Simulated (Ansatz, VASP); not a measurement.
ZnS (Wurtzite-2H): VASP beside Ansatz

INCAR

```
SYSTEM = ZnS
PREC     = Accurate       ! precision mode
ENCUT    = 520            ! plane-wave cutoff, eV
EDIFF    = 1E-6           ! SCF threshold, eV
ISMEAR   = 0              ! smearing method
SIGMA    = 0.028000000000000004 ! smearing width, eV
LREAL    = .FALSE.        ! projectors in reciprocal space
LASPH    = .TRUE.         ! aspherical terms in the spheres
NELM     = 60             ! most SCF steps
ALGO     = Normal         ! electronic algorithm
ISIF     = 2              ! what is computed and relaxed
LWAVE    = .FALSE.        ! write WAVECAR
LCHARG   = .TRUE.         ! write CHGCAR
GGA      = PE             ! functional
LELF     = .TRUE.         ! ELF
LVHAR    = .TRUE.
```

File KPOINTS:

```
Automatic mesh
0
G
  8 8 5
  0 0 0
```

Contents of POSCAR:

```
ZnS
1.0
    3.8110000000      0.0000000000      0.0000000000
   -1.9055000000      3.3004228138      0.0000000000
    0.0000000000      0.0000000000      6.2340000000
Zn S
2 2
Direct
    0.6666666667      0.3333333333      0.5000000000
    0.3333333333      0.6666666667      0.0000000000
    0.6666666667      0.3333333333      0.8850000000
    0.3333333333      0.6666666667      0.3850000000
```

The input input.yaml:

```yaml
crystal:
  lattice:
    - [3.811, 0.0, 0.0]
    - [-1.9055, 3.3004228138, 0.0]
    - [0.0, 0.0, 6.234]
  atoms:
    - { symbol: Zn, position: [0.6666666667, 0.3333333333, 0.5] }
    - { symbol: Zn, position: [0.3333333333, 0.6666666667, 0.0] }
    - { symbol: S, position: [0.6666666667, 0.3333333333, 0.885] }
    - { symbol: S, position: [0.3333333333, 0.6666666667, 0.385] }
hamiltonian:
  xc: pbe
  pseudopotentials: { kind: paw }
kpoints:
  mp_grid: { grid: [8, 8, 5] }
scf:
  occupations: { method: gaussian, width: 0.028 }
output:
  forces: true
  stress: true
  eigenvalues: true
```

Alike in both runs: task single point; functional PBE; k mesh 8 × 8 × 5; occupations gaussian, width 0.028 eV; no spin polarisation.

|  | VASP | Ansatz |
| --- | --- | --- |
| version | VASP 6.6.1 | Ansatz 0.2.0 |
| potentials or method | VASP PAW PBE potentials, release 64 (Zn, S) | Ansatz PAW |
| plane-wave cutoff (eV) | 520 | 420 |
| valence electrons in the cell | 36 | 36 |

```tsv
	VASP	Ansatz	Ansatz less VASP
gap on the k mesh at the Fermi level (eV)	2.25	2.25	-0.005
least direct gap on the mesh (eV)	2.25	2.25	-0.005
pressure (GPa)	2.5	2.3	-0.17
largest component of the traceless stress (GPa)	1.37	1.35	-0.024
rms of the force components (eV/Å)	0.186	0.184	-0.0018
```

Atom by atom the forces differ by 0.002 eV/Å (rms over components).

Caveats: odd divisions of the mesh miss points on the zone boundary, where band edges often lie, so the gap on the mesh can be too wide (Ansatz). Expect the measured gap to be larger: semilocal functionals such as PBE lack the derivative discontinuity.
